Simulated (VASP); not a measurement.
# Pt (Fm-3m) in VASP: settings compared

One crystal, Pt, is run at these levels: HSEsol, PBE; tasks: relaxation of the atoms, single point.

Program: VASP 6.6.1. These are calculated values, not measurements. Logs are shortened: lines on timing, memory, paths and dates and some standing lists are left out, and cuts for length are marked.

## (1) The structure

Symmetry: Fm-3m, No. 225, cubic system. Conventional cell: a = 3.922 Å, b = 3.922 Å, c = 3.922 Å, α = 90.00°, β = 90.00°, γ = 90.00°. Pt (site symmetry m-3m) has 12 Pt at 2.77 Å as nearest neighbours.

## (2) Relaxation of the atoms, HSEsol, spin-orbit coupling, no magnetisation (volume scaled by 1.04)

File POSCAR:

```
Pt
1.0
    0.0000000000      1.9867042750      1.9867042750
    1.9867042750      0.0000000000      1.9867042750
    1.9867042750      1.9867042750      0.0000000000
Pt
1
Direct
    0.0000000000      0.0000000000      0.0000000000
```

File INCAR.step1:

```
PREC = Accurate
ENCUT = 520
EDIFF = 1E-5
ISMEAR = 1
SIGMA = 0.2
LREAL = F
LASPH = T
NELM = 100
ALGO = Normal
LWAVE = T
LCHARG = F
MAGMOM = 0 0 0
LORBIT = 11
LSORBIT = T
GGA_COMPAT = F
LMAXMIX = 4
GGA = PE
```

File INCAR.step2:

```
PREC = Accurate
ENCUT = 520
EDIFF = 1E-7
ISMEAR = 1
SIGMA = 0.2
LREAL = F
LASPH = T
NELM = 100
ALGO = Normal
ISIF = 2
LWAVE = F
LCHARG = F
MAGMOM = 0 0 0
LORBIT = 11
LSORBIT = T
GGA_COMPAT = F
LMAXMIX = 4
GGA = PS
LHFCALC = T
HFSCREEN = 0.2
PRECFOCK = Normal
IBRION = 2
NSW = 40
EDIFFG = -0.02
ISTART = 1
```

File KPOINTS:

```
Automatic mesh
0
Gamma
  6 6 6
```

Potentials or basis: VASP PAW PBE potentials, release 64 (Pt).

Run with:

```bash
$ cat potpaw_PBE.64/Pt/POTCAR > POTCAR
$ cp INCAR.step1 INCAR
$ mpirun -np 1 vasp_ncl > vasp.out
$ cp INCAR.step2 INCAR
$ mpirun -np 1 vasp_ncl > vasp.out
```

OUTCAR:

```text
PREC = Accurate
   ENCUT = 520
   EDIFF = 1E-7
   ISMEAR = 1
   LREAL = F
   LASPH = T
   NELM = 100
   ISIF = 2
   LORBIT = 11
   LSORBIT = T
   GGA = PS
   LHFCALC = T
   HFSCREEN = 0.2
   PRECFOCK = Normal
   IBRION = 2
   NSW = 40
   EDIFFG = -0.02
   ISTART = 1

 ion  position               nearest neighbor table
   1  0.000  0.000  0.000-

  LATTYP: Found a face centered cubic cell.
 ALAT       =     3.9734085500

  Lattice vectors:

 A1 = (   0.0000000000,   1.9867042750,   1.9867042750)
 A2 = (   1.9867042750,   0.0000000000,   1.9867042750)
 A3 = (   1.9867042750,   1.9867042750,   0.0000000000)

Analysis of symmetry for initial positions (statically):
=====================================================================
 Subroutine PRICEL returns:
 Original cell was already a primitive cell.

 Routine SETGRP: Setting up the symmetry group for a
 face centered cubic supercell.

 Subroutine GETGRP returns: Found 48 space group operations
 (whereof 48 operations were pure point group operations)
 out of a pool of 48 trial point group operations.

The static configuration has the point symmetry O_h .

Analysis of symmetry for dynamics (positions and initial velocities):
=====================================================================
 Subroutine PRICEL returns:
 Original cell was already a primitive cell.

 Routine SETGRP: Setting up the symmetry group for a
 face centered cubic supercell.

 Subroutine GETGRP returns: Found 48 space group operations
 (whereof 48 operations were pure point group operations)
 out of a pool of 48 trial point group operations.

The dynamic configuration has the point symmetry O_h .

Analysis of structural, dynamic, and magnetic symmetry:
=====================================================================
 Subroutine PRICEL returns:
 Original cell was already a primitive cell.

 Routine SETGRP: Setting up the symmetry group for a
 face centered cubic supercell.

 Subroutine GETGRP returns: Found 48 space group operations
 (whereof 48 operations were pure point group operations)
 out of a pool of 48 trial point group operations.

The overall configuration has the point symmetry O_h .

 Subroutine INISYM returns: Found 48 space group operations
 (whereof 48 operations are pure point group operations),
 and found     1 'primitive' translations

----------------------------------------------------------------------------------------

                                     Primitive cell

  volume of cell :      15.6830

  direct lattice vectors                    reciprocal lattice vectors
     0.000000000  1.986704275  1.986704275    -0.251673088  0.251673088  0.251673088
     1.986704275  0.000000000  1.986704275     0.251673088 -0.251673088  0.251673088
     1.986704275  1.986704275  0.000000000     0.251673088  0.251673088 -0.251673088

  length of vectors
     2.809624130  2.809624130  2.809624130     0.435910575  0.435910575  0.435910575

  position of ions in fractional coordinates (direct lattice)
     0.000000000  0.000000000  0.000000000

  ion indices of the primitive-cell ions
   primitive index   ion index
                 1           1

----------------------------------------------------------------------------------------

 KPOINTS: Automatic mesh

Automatic generation of k-mesh.
 Grid dimensions read from file:
 generate k-points for:    6    6    6

 Generating k-lattice:
[... 88 lines left out ...]
   ENCUTFOCK=  -1.0 apply spherical cutoff to Coloumb kernel
   IVDW    =     0    specifies the selected vdW correction
   LEPSILON=     F    determine dielectric tensor
   LRPA    =     F    only Hartree local field effects (RPA)
 conjugate gradient relaxation of ions
 Methfessel and Paxton  Order N= 1 SIGMA  =   0.20
  energy-cutoff  :      520.00
  volume of cell :       15.68
 maximum number of plane-waves:       888
 NGX is ok and might be reduce to    24
  NGX = 16; NGY = 16; NGZ = 16

 number of electron      10.0000002 magnetization       0.0000000      0.0000000      0.0000000

 number of electron      10.0000002 magnetization      -0.0000000     -0.0000000     -0.0000000

 Free energy of the ion-electron system (eV)
  ---------------------------------------------------
  ext. energy  EPLUGINS =         0.00000000
  ---------------------------------------------------
  free energy    TOTEN  =        -7.95386139 eV

  energy without entropy =       -7.94914173  energy(sigma->0) =       -7.95228817

 E-fermi :   9.7675     XC(G=0): -10.8658

 val. band max:        9.6870326342   @ k =  -0.3333   0.3333   0.1667
 cond. band min:       9.8342033428   @ k =   0.5000   0.1667   0.0000
 fundamental gap:      0.1471707086
 Fermi energy:         9.7674674568

 k-point     1 :       0.0000    0.0000    0.0000
  band No.  band energies     occupation
      1      -0.7820      1.00000
      2      -0.7820      1.00000
      3       4.9944      1.00000
      4       4.9944      1.00000
      5       4.9944      1.00000
      6       4.9944      1.00000
[... 313 lines left out ...]
      5       6.4576      1.00000
      6       6.4576      1.00000
[... 10 lines left out ...]
     17      22.8354      0.00000
     18      22.8354      0.00000

------------------------ aborting loop because EDIFF is reached ----------------------------------------

 total charge

# of ion       s       p       d       tot
------------------------------------------
    1        0.648   0.569   8.041   9.257

 magnetization (x)

# of ion       s       p       d       tot
------------------------------------------
    1        0.000   0.000   0.000   0.000

 magnetization (y)

# of ion       s       p       d       tot
------------------------------------------
    1       -0.000   0.000  -0.000  -0.000

 magnetization (z)

# of ion       s       p       d       tot
------------------------------------------
    1       -0.000   0.000   0.000   0.000

  FORCE on cell =-STRESS in cart. coord.  units (eV):
  Direction    XX          YY          ZZ          XY          YZ          ZX
  --------------------------------------------------------------------------------------
  -------------------------------------------------------------------------------------
  Total       -1.6488241     -1.6488241     -1.6488241     -0.0000000      0.0000000      0.0000000
  in kB     -168.4438758   -168.4438758   -168.4438758     -0.0000000      0.0000000      0.0000000
  external PRESSURE =    -168.4438758 kB  Pullay stress =       0.0000000 kB

 VOLUME and BASIS-vectors are now :
 -----------------------------------------------------------------------------
  energy-cutoff  :      520.00
  volume of cell :       15.68
      direct lattice vectors                 reciprocal lattice vectors
     0.000000000  1.986704275  1.986704275    -0.251673088  0.251673088  0.251673088
     1.986704275  0.000000000  1.986704275     0.251673088 -0.251673088  0.251673088
     1.986704275  1.986704275  0.000000000     0.251673088  0.251673088 -0.251673088

  length of vectors
     2.809624130  2.809624130  2.809624130     0.435910575  0.435910575  0.435910575

 FORCES acting on ions
    electron-ion (+dipol)            ewald-force                    non-local-force                 convergence-correction
 -----------------------------------------------------------------------------------------------
   0.259E-06 0.456E-06 0.430E-06   0.106E-14 -.182E-15 -.271E-14   0.132E-22 -.132E-22 0.596E-22   0.207E-07 0.350E-07 0.361E-07
 -----------------------------------------------------------------------------------------------
   0.259E-06 0.456E-06 0.430E-06   0.106E-14 -.182E-15 -.271E-14   0.132E-22 -.132E-22 0.596E-22   0.207E-07 0.350E-07 0.361E-07

 POSITION                                       TOTAL-FORCE (eV/Angst)
 -----------------------------------------------------------------------------------
      0.00000      0.00000      0.00000         0.000000     -0.000000     -0.000000
 -----------------------------------------------------------------------------------
    total drift:                                0.000000      0.000000      0.000000

--------------------------------------------------------------------------------------------------------

  FREE ENERGIE OF THE ION-ELECTRON SYSTEM (eV)
  ---------------------------------------------------
  free  energy   TOTEN  =        -7.9538419403 eV

  energy  without entropy=       -7.9492022696  energy(sigma->0) =       -7.95229538

--------------------------------------------------------------------------------------------------------

--------------------------------------------------------------------------------------------------------

--------------------------------------------------------------------------------------------------------

 reached required accuracy - stopping structural energy minimisation

 Spin-Orbit-Coupling matrix elements

 Ion:    1  E_soc:     -0.7413192
 l=   1
     0.0000000    -0.0293371    -0.0293371
    -0.0293371     0.0000000    -0.0293371
    -0.0293371    -0.0293371     0.0000000
 l=   2
     0.0000000    -0.0162754     0.0000000    -0.0162754    -0.0779407
    -0.0162754     0.0000000    -0.0584555    -0.0162754    -0.0194852
     0.0000000    -0.0584555     0.0000000    -0.0584555     0.0000000
    -0.0162754    -0.0162754    -0.0584555     0.0000000    -0.0194852
    -0.0779407    -0.0194852     0.0000000    -0.0194852     0.0000000
 l=   3
     0.0000000     0.0000000     0.0000000     0.0000000     0.0000000     0.0000000     0.0000000
     0.0000000     0.0000000     0.0000000     0.0000000     0.0000000     0.0000000     0.0000000
     0.0000000     0.0000000     0.0000000     0.0000000     0.0000000     0.0000000     0.0000000
     0.0000000     0.0000000     0.0000000     0.0000000     0.0000000     0.0000000     0.0000000
     0.0000000     0.0000000     0.0000000     0.0000000     0.0000000     0.0000000     0.0000000
     0.0000000     0.0000000     0.0000000     0.0000000     0.0000000     0.0000000     0.0000000
     0.0000000     0.0000000     0.0000000     0.0000000     0.0000000     0.0000000     0.0000000

 total charge

# of ion       s       p       d       tot
------------------------------------------
    1        0.648   0.569   8.041   9.257

 magnetization (x)

# of ion       s       p       d       tot
------------------------------------------
    1        0.000   0.000   0.000   0.000

 magnetization (y)

# of ion       s       p       d       tot
------------------------------------------
    1       -0.000   0.000  -0.000  -0.000

 magnetization (z)

# of ion       s       p       d       tot
------------------------------------------
    1       -0.000   0.000   0.000   0.000

=======================================================================
```

Wall time 21 min (1 thread of Intel Xeon Platinum 8559C (Emerald Rapids), shared host); peak memory 0.3 GiB.

What came out:

* Free energy: -7.9538 eV
* Pressure after relaxing: -16.8 GPa
* Valence electrons inside the program's atomic spheres: Pt 9.26

Final structure:
```
CELL_PARAMETERS angstrom
0.00000 1.98670 1.98670
1.98670 0.00000 1.98670
1.98670 1.98670 0.00000
ATOMIC_POSITIONS crystal
Pt 0.00000 0.00000 0.00000
```

Caveat: the k mesh is coarse (spacing up to 0.46 Å⁻¹), so the values aren't converged, least of all with exact exchange; the relaxation stopped at its first step, so nothing moved; the PAW data sets were made with another functional, which shifts forces and pressure a little.

## (3) Single point, PBE

File INCAR:

```
SYSTEM = Pt
PREC = Accurate ; ENCUT = 520
EDIFF = 1E-7 ; ISMEAR = 0
SIGMA = 0.013000000000000001 ; LREAL = .False.
LASPH = .True. ; NELM = 100
ALGO = Normal ; ISIF = 2
LWAVE = .False. ; LCHARG = .False.
GGA = PE ; NBANDS = 11
```

File KPOINTS:

```
regular mesh
0
Gamma
  12 12 12
  0 0 0
```

File POSCAR:

```
Pt
1.0
    0.0000000000      1.9609000000      1.9609000000
    1.9609000000      0.0000000000      1.9609000000
    1.9609000000      1.9609000000      0.0000000000
Pt
1
Direct
    0.0000000000      0.0000000000      0.0000000000
```

Potentials or basis: VASP PAW PBE potentials, release 64 (Pt).

Run with:

```bash
$ cat potpaw_PBE.64/Pt/POTCAR > POTCAR
$ mpirun -np 1 vasp_std > vasp.out
```

Wall time 10 s (1 thread of Intel Xeon Platinum 8375C at 2.90GHz (Ice Lake), shared host); peak memory 0.14 GiB.

The run converged. Its results:

```yaml
Free_energy: -6.0829 eV
Pressure: 9.7 GPa
Band_gap_on_the_k_mesh: none (metal or under the smearing width)
```

Levels at points of the mesh, in eV from the Fermi level:
```
           k point  band 3  band 4  band 5  band 6  band 7  band 8
(0.00, 0.00, 0.00)   -3.81   -3.81   -1.65   -1.65   14.61   19.58
(0.50, 0.00, 0.00)   -3.87   -0.50    0.02    0.02    5.82   14.18
(0.50, 0.50, 0.00)   -0.01    0.48    0.48    1.75    8.86   11.37
```

The run has no spin-orbit coupling, so splittings on Pt are missing.

## (4) For comparison

An earlier run on the cell as given: functional PBE; potentials or basis VASP PAW PBE potentials, release 64 (Pt); cutoff 520 eV; k mesh 12 × 12 × 12; occupations fermi-dirac, width 0.05 eV; no spin polarisation.

- Pressure: 9.7 GPa
- Band gap on the k mesh: none (metal or under the smearing width)

## (5) Overview

| task | level | spin | cell | k mesh | smearing | grid for exact exchange (PRECFOCK) | mesh quality | gap on the mesh (eV) | pressure (GPa) |
| --- | --- | --- | --- | --- | --- | --- | --- | --- | --- |
| relaxation of the atoms | HSEsol | SOC, no magnetisation | atoms relaxed from: volume scaled by 1.04 | 6 × 6 × 6 | methfessel-paxton 0.2 eV | Normal | coarse | - | -16.8 |
| single point | PBE | off | as given | 12 × 12 × 12 | gaussian 0.013 eV | - | not flagged | none | 9.7 |
| single point | PBE | off | as given | 12 × 12 × 12 | fermi-dirac 0.05 eV | - | not flagged | none | 9.7 |

Alike in all rows: potentials or basis VASP PAW PBE potentials, release 64 (Pt); cutoff (eV) 520.

Caveats: some runs use coarse meshes; the relaxation stopped at its first step, so nothing moved (some runs); the PAW data sets were made with another functional, which shifts forces and pressure a little (some runs).

Absolute energies hang on the potentials; compare differences alone.
